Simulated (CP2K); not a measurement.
Al2Au under changes of volume

One of the cells (18.000 Å³/atom); the others are scaled copies at fixed shape and fractional positions:

```
CELL_PARAMETERS angstrom
4.24264 0.00000 0.00000
2.12132 3.67423 0.00000
2.12132 1.22474 3.46410
ATOMIC_POSITIONS crystal
Au 0.00000 0.00000 0.00000
Al 0.75000 0.75000 0.75000
Al 0.25000 0.25000 0.25000
```

| Item | Value |
| --- | --- |
| Program | CP2K 2026.2 |
| Functional | PBE |
| Potentials or basis | POTENTIAL_UZH Au GTH-PBE-q11, Al GTH-PBE-q3; TZVP-MOLOPT-PBE-GTH basis |
| Density cutoff | 6803 eV |
| k mesh | 8 × 8 × 8 |
| Occupations | fermi-dirac, width 0.05 eV |
| Spin | no spin polarisation |

```tsv
volume (Å³/atom)	energy over the lowest point (meV/atom)	pressure (GPa)
16.920	?	?
17.280	42.48	10.0
17.640	23.36	7.2
18.000	10.34	4.6
18.360	2.75	2.3
18.720	0.00	0.2
19.080	1.58	-1.6
```

Q: What does the run at 16.920 Å³/atom give?

A: Energy over the lowest point 68.43 meV/atom; pressure 13.2 GPa.

Worked out: A Birch-Murnaghan fit of order 3 (a polynomial in V^(-2/3)) to the other rows has its minimum at 18.76 Å³/atom with B0 = V·E''(V) = 99 GPa and B' = 4.9. It gives 68.44 meV/atom at 16.920 Å³/atom, against the run's 68.43, and -dE/dV = 13.2 GPa, against 13.2.

Energies are extrapolated to zero smearing.

Caveats: with these potentials and basis sets, volumes of gold and of layered tellurides can stand 1.5 % and more from those of plane-wave programs; the basis of atomic orbitals isn't converged, which shifts pressures, moduli and gaps.
